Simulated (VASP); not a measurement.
A run of VASP 6.6.1 is set up as follows.

Contents of INCAR:

```
PREC = Accurate ; ENCUT = 520
EDIFF = 1E-6 ; ISMEAR = 0
SIGMA = 0.02 ; LREAL = F
LASPH = T ; NELM = 60
ALGO = Fast ; ISIF = 2
LWAVE = F ; LCHARG = T
GGA = PS ; LELF = T
LVHAR = T ; NBANDS = 17
```

Contents of KPOINTS:

```
regular mesh
0
Gamma
  8 8 8
```

File POSCAR:

```
PbSe
1.0
    0.0000000000      3.0621500000      3.0621500000
    3.0621500000      0.0000000000      3.0621500000
    3.0621500000      3.0621500000      0.0000000000
Pb Se
1 1
Direct
    0.0000000000      0.0000000000      0.0000000000
    0.5000000000      0.5000000000      0.5000000000
```

Potentials or basis: VASP PAW PBE potentials, release 64 (Pb_d, Se).

Command:

```bash
$ cat potpaw_PBE.64/Pb_d/POTCAR potpaw_PBE.64/Se/POTCAR > POTCAR
$ mpirun -np 1 vasp_std > vasp.out
```

Task: What does it give for the pressure?

Result: -0.6 GPa.

Task: What does it give for the band gap on the k mesh?

Result: 0.21 eV, direct.

Caveat: the PAW data sets were made with another functional, which shifts forces and pressure a little; spin-orbit coupling is left out, which as a rule narrows the gap of such compounds by several tenths of an eV.

**What was measured.**

From a printed reference work, monograph, for a bulk crystal of PbSe at 4.2 K: band gap 0.15 eV (direct).

Measured gap of PbSe: 0.15 eV (direct; 4.2 K; a printed reference work, monograph). This calculation gives 0.21 eV (+0.06 eV). 2 values of this kind are on record (0.15 to 0.28 eV); this one was drawn at random. Spin-orbit coupling on Pb, Se is left out. The value is that of PBEsol on a finite k mesh, which can miss the band edges, without temperature or zero-point motion.
